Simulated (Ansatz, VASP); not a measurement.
**Ga: VASP beside Ansatz**

Contents of INCAR:

```
SYSTEM = Ga
  PREC = Accurate
  ENCUT = 520
  EDIFF = 1E-6
  ISMEAR = -1
  SIGMA = 0.05
  LREAL = .False.
  LASPH = .True.
  NELM = 60
  ALGO = Fast
  ISIF = 2
  LWAVE = .False.
  LCHARG = .False.
  GGA = PE
  NBANDS = 20
```

Contents of KPOINTS:

```
regular mesh
0
Gamma
  7 7 10
  0 0 0
```

POSCAR

```
Ga
1.0
    4.4789375475      0.0000000000      0.0000000000
   -2.2394738069      3.8788796841      0.0000000000
    0.0000000000      0.0000000000      2.7835131165
Ga
2
Direct
    0.3333300000      0.6666700000      0.5000000000
    0.6666700000      0.3333300000      0.5000000000
```

input.yaml

```yaml
crystal:
  lattice:
    - [4.4789375475, 0.0, 0.0]
    - [-2.2394738069, 3.8788796841, 0.0]
    - [0.0, 0.0, 2.7835131165]
  atoms:
    - { symbol: Ga, position: [0.33333, 0.66667, 0.5] }
    - { symbol: Ga, position: [0.66667, 0.33333, 0.5] }
hamiltonian:
  xc: pbe
  pseudopotentials: { kind: paw }
kpoints:
  mp_grid: { grid: [7, 7, 10] }
scf:
  occupations: { method: fermi_dirac, width: 0.05 }
output:
  forces: true
  stress: true
  eigenvalues: true
```

The cell was built by a generator and needn't be a form met in nature.

Alike in both runs: task single point; functional PBE; k mesh 7 × 7 × 10; occupations fermi-dirac, width 0.05 eV; no spin polarisation.

|  | VASP | Ansatz |
| --- | --- | --- |
| version | VASP 6.6.1 | Ansatz 0.2.0 |
| potentials or method | VASP PAW PBE potentials, release 64 (Ga_d) | Ansatz PAW |
| plane-wave cutoff (eV) | 520 | 420 |
| valence electrons in the cell | 26 | 26 |

|  | VASP | Ansatz | Ansatz less VASP |
| --- | --- | --- | --- |
| gap on the k mesh at the Fermi level (eV) | none | none | - |
| pressure (GPa) | -0.5 | -0.6 | -0.13 |
| largest component of the traceless stress (GPa) | 0.98 | 0.95 | -0.027 |

A gap of «none» marks a metal or a gap that the smearing closes.
